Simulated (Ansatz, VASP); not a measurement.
## One calculation of Cl, two programs

```
CELL_PARAMETERS angstrom
0.00000 1.85352 1.85352
1.85352 0.00000 1.85352
1.85352 1.85352 0.00000
ATOMIC_POSITIONS crystal
Cl 0.00000 0.00000 0.00000
```

Change from the starting cell: volume scaled by 0.6, LAPW.

Alike in both runs: task single point; functional PBE; k mesh 15 × 15 × 15; occupations fermi-dirac, width 0.05 eV; no spin polarisation.

|  | VASP | Ansatz |
| --- | --- | --- |
| version | VASP 6.6.1 | Ansatz 0.2.0 |
| potentials or method | VASP PAW PBE potentials, release 64 (Cl), cutoff 520 eV | all-electron LAPW, scalar-relativistic |

Ansatz gave:

| Quantity | Value |
| --- | --- |
| pressure (GPa) | 55.9 |

Which values does VASP return?

Pressure (GPa): 55.3.

Ansatz ran all-electron here, so the differences hold the error of VASP's frozen core and of both bases.

Caveats: so large a pressure means that the cell lies far from this level's equilibrium, or that cutoff or potentials fall short (VASP); an odd number of electrons without spin polarisation forces a metal; a magnetic or distorted state may lie lower.
